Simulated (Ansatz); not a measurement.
## Ba in Ansatz: convergence with n extra bands

Input of the first run (n extra bands 1); the others differ in this setting and in those tied to it:

File input.yaml:

```yaml
crystal:
  lattice:
    - [-2.5065, 2.5065, 2.5065]
    - [2.5065, -2.5065, 2.5065]
    - [2.5065, 2.5065, -2.5065]
  atoms:
    - { symbol: Ba, position: [0.0, 0.0, 0.0] }
kpoints:
  mp_grid: { grid: [8, 8, 8] }
scf:
  occupations: { method: fermi_dirac, width: 0.05 }
  n_extra_bands: 1
hamiltonian:
  xc: pbe
  pseudopotentials: { kind: all_electron, lapw: { basis_error: 0.001 } }
output:
  forces: true
  stress: true
  eigenvalues: true
```

Potentials or basis: all-electron LAPW, scalar-relativistic.

The run is started by

```bash
$ ansatz run input.yaml --threads 1 --pin off --max-ram 3072MiB --backend cpu --events-out ev --progress --plain --runs-dir out
```

Hardware: 1 thread of Arm Neoverse V2, with other jobs on the host.

```csv
n extra bands,"energy less the tightest run, at zero smearing (meV/atom)",SCF cycles,CPU time (s),peak memory (GiB)
1,0.00,5,1.2,0.2
2,0.00,5,1.2,0.2
4,0.00,5,1.4,0.2
8,0.00,5,1.5,0.2
16,0.00,5,1.8,0.21
```

Against the tightest run, the energy stays within 1 meV/atom from 1 on. The tightest run that finished is the yardstick and may itself not be fully converged.

Spin-orbit coupling is left out, which matters for the levels of Ba.
